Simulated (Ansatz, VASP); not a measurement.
# One calculation of GaN, two programs

INCAR

```
PREC = Accurate
ENCUT = 520
EDIFF = 1E-6
ISMEAR = 0
SIGMA = 0.01
LREAL = F
LASPH = T
NELM = 80
ALGO = Normal
ISIF = 2
LWAVE = F
LCHARG = F
GGA = PE
NBANDS = 16
```

KPOINTS

```
regular mesh
0
Gamma
  8 8 8
```

The input POSCAR:

```
GaN
1.0
    0.0000000000      2.1339983450      2.1339983450
    2.1339983450      0.0000000000      2.1339983450
    2.1339983450      2.1339983450      0.0000000000
Ga N
1 1
Direct
    0.0000000000      0.0000000000      0.0000000000
    0.5000000000      0.5000000000      0.5000000000
```

Input for Ansatz:

```yaml
crystal:
  lattice:
    - [0.0, 2.133998345, 2.133998345]
    - [2.133998345, 0.0, 2.133998345]
    - [2.133998345, 2.133998345, 0.0]
  atoms:
    - { symbol: Ga, position: [0.0, 0.0, 0.0] }
    - { symbol: "N", position: [0.5, 0.5, 0.5] }
kpoints:
  mp_grid: { grid: [8, 8, 8] }
hamiltonian:
  xc: pbe
scf:
  occupations: { method: fixed }
  n_extra_bands: 4
output:
  forces: true
  stress: true
  eigenvalues: true
```

Alike in both runs: task single point; functional PBE; k mesh 8 × 8 × 8; no spin polarisation.

|  | VASP | Ansatz |
| --- | --- | --- |
| version | VASP 6.6.1 | Ansatz 0.2.0 |
| potentials or method | VASP PAW PBE potentials, release 64 (Ga_d, N) | plane waves, PAW |
| plane-wave cutoff (eV) | 520 | 420 |
| occupations | gaussian, width 0.01 eV | fixed |
| valence electrons in the cell | 18 | 18 |

|  | VASP | Ansatz | Ansatz less VASP |
| --- | --- | --- | --- |
| gap on the k mesh at the Fermi level (eV) | 0.43 | 0.43 | +0.009 |
| pressure (GPa) | 0.8 | 0.0 | -0.77 |
